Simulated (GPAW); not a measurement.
Input of a GPAW 26.7.0 run:

The input run.py:

```python
from ase import Atoms
from ase.dft.bandgap import bandgap
from ase.io import write
from gpaw import GPAW, PW

atoms = Atoms(['Hf', 'Hf', 'O', 'O', 'O', 'O'],
              cell=[[4.81353299, 0.0, 0.0],
                    [0.0, 4.81353299, 0.0],
                    [0.0, 0.0, 3.20541541]],
              scaled_positions=[[0.5, 0.5, 0.5],
                                [0.0, 0.0, 0.0],
                                [0.80504488, 0.19495512, 0.5],
                                [0.69495512, 0.69495512, 0.0],
                                [0.30504488, 0.30504488, 0.0],
                                [0.19495512, 0.80504488, 0.5]],
              pbc=True)

calc = GPAW(mode=PW(800),
            xc='TB09',
            kpts={'size': (4, 4, 6), 'gamma': True},
            occupations={'name': 'fermi-dirac', 'width': 0.05},
            nbands=43,
            convergence={'density': 1e-05, 'energy': 1e-05},
            eigensolver='cg',
            maxiter=150,
            txt='gpaw.txt')
atoms.calc = calc
energy = atoms.get_potential_energy()
calc.write('gs.gpw')
write('result.traj', atoms)
print('Fermi level:', round(calc.get_fermi_level(), 4), 'eV')
print(f'Gap: {bandgap(calc)[0]:.4f} eV, direct: {bandgap(calc, direct=True)[0]:.4f} eV')
```

Potentials or basis: GPAW PAW data sets for LDA (gpaw-data 1.2.1), pw.

Run with:

```bash
$ OMP_NUM_THREADS=1 python run.py
```

What does it give for the band gap on the k mesh?

5.65 eV, direct.

Caveat: a model potential gives levels but no total energy; spin-orbit coupling is left out, which moves the levels of the heavy elements. A k mesh can miss the band edges.
